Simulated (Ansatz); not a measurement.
We consider rock-salt LiI, described by r²SCAN+SOC in Ansatz (PAW).

Settings: plane-wave cutoff 560 eV, 10×10×10 k mesh, Fermi–Dirac smearing 0.01 eV, PAW data made under PBE.

Cell (relaxed at this level):

```
CELL_PARAMETERS angstrom
      0.00000     3.01052     3.01052
      3.01052     0.00000     3.01052
      3.01052     3.01052     0.00000
ATOMIC_POSITIONS crystal
  Li 0.00000 0.00000 0.00000
  I  0.50000 0.50000 0.50000
```

**Question.** Give the computed bulk modulus, band gap, smallest direct gap on the k points sampled and pressure derivative B′ of the bulk modulus.

**Answer.** 
bulk modulus: 20.7 GPa
band gap: 4.66 eV (indirect)
smallest direct gap on the k points sampled: 4.79 eV
pressure derivative B′ of the bulk modulus: 4.5

Measured, for comparison: band gap 6.4 eV (temperature not stated, no zero-point or thermal correction, our sources range from 6.10 to 6.40; as tabulated in Aguado et al. (1998), arXiv:cond-mat/9809176); bulk modulus 24 GPa (0 K, extrapolated to 0 K; as tabulated in Doll and Stoll (1998), arXiv:cond-mat/9801031). Computed (rounded) less measured: band gap -1.74 eV (-1.44 eV to -1.74 eV over the range), bulk modulus -14 %.

Static lattice: no zero-point or thermal effects.

Ansatz is an electronic-structure program.
